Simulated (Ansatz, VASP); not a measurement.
## HfS4 in VASP and in Ansatz

```
CELL_PARAMETERS angstrom
4.61000 0.00000 0.00000
0.00000 4.61000 0.00000
0.00000 0.00000 4.85385
ATOMIC_POSITIONS crystal
Hf 0.00000 0.00000 0.00000
S 0.00000 0.50000 0.27070
S 0.50000 0.00000 0.27070
S 0.00000 0.50000 0.72930
S 0.50000 0.00000 0.72930
```

Alike in both runs: functional PBE; k mesh 8 × 8 × 8; occupations gaussian, width 0.1 eV; no spin polarisation.

Ansatz relaxed the structure, and its values are those at the end. VASP's run is a single point on that final structure, the one shown.

|  | VASP | Ansatz |
| --- | --- | --- |
| version | VASP 6.6.1 | Ansatz 0.2.0 |
| potentials or method | VASP PAW PBE potentials, release 64 (Hf_pv, S) | scalar-relativistic, plane waves, PAW |
| plane-wave cutoff (eV) | 520 | 420 |
| valence electrons in the cell | 34 | 50 |

|  | VASP | Ansatz | Ansatz less VASP |
| --- | --- | --- | --- |
| gap on the k mesh at the Fermi level (eV) | none | none | - |
| pressure (GPa) | -0.6 | 0.0 | +0.55 |

A gap of «none» marks a metal or a gap that the smearing closes. The functional is the same, so the differences come from potentials, cutoffs and numerics. The two sets of potentials don't hold the same shells in valence.

Spin-orbit coupling is left out, which matters for the levels of Hf.
